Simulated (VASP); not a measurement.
**BAs: band structure with TB-mBJ**

The system is BAs.

```
CELL_PARAMETERS angstrom
0.00000 2.38850 2.38850
2.38850 0.00000 2.38850
2.38850 2.38850 0.00000
ATOMIC_POSITIONS crystal
As 0.75000 0.75000 0.75000
B 0.00000 0.00000 0.00000
```

```json
{
 "Program": "VASP 6.6.1",
 "Task": "band structure",
 "Functional": "TB-mBJ",
 "Potentials or basis": "VASP PAW PBE potentials, release 64 (As, B)",
 "Cutoff": "520 eV",
 "k mesh": "10 × 10 × 10",
 "Occupations": "fermi-dirac, width 0.05 eV",
 "Spin": "no spin polarisation",
 "Further INCAR settings": "ALGO = Normal; EDIFF = 1e-06"
}
```

```yaml
Band_gap_on_the_k_mesh: 1.75 eV, indirect (least direct gap 3.79 eV)
Band_gap_along_the_path: 1.76 eV, indirect (least direct gap 3.79 eV)
```

Levels at the corners of the path, in eV from the valence-band top:
```tsv
point	band 2	band 3	band 4	band 5	band 6	band 7
Γ	0.00	0.00	0.00	3.79	3.79	3.79
X	-8.56	-3.93	-3.93	1.94	2.14	12.39
X	-8.56	-3.93	-3.93	1.94	2.14	12.39
W	-8.16	-5.22	-4.95	5.82	6.78	7.28
W	-8.16	-5.22	-4.95	5.82	6.78	7.28
K	-8.19	-5.67	-3.35	2.64	6.18	9.98
K	-8.19	-5.67	-3.35	2.64	6.18	9.98
Γ	0.00	0.00	0.00	3.79	3.79	3.79
Γ	0.00	0.00	0.00	3.79	3.79	3.79
L	-8.63	-1.75	-1.75	3.27	5.28	5.28
L	-8.63	-1.75	-1.75	3.27	5.28	5.28
U	-8.19	-5.67	-3.35	2.64	6.18	9.98
U	-8.19	-5.67	-3.35	2.64	6.18	9.98
W	-8.16	-5.22	-4.95	5.82	6.78	7.28
W	-8.16	-5.22	-4.95	5.82	6.78	7.28
L	-8.63	-1.75	-1.75	3.27	5.28	5.28
L	-8.63	-1.75	-1.75	3.27	5.28	5.28
K	-8.19	-5.67	-3.35	2.64	6.18	9.98
U	-8.19	-5.67	-3.35	2.64	6.18	9.98
X	-8.56	-3.93	-3.93	1.94	2.14	12.39
```

Run time: 56 s on 1 thread of Intel(R) Xeon(R) Platinum 8488C (Sapphire Rapids), with other jobs on the host, peak memory 0.17 GiB.
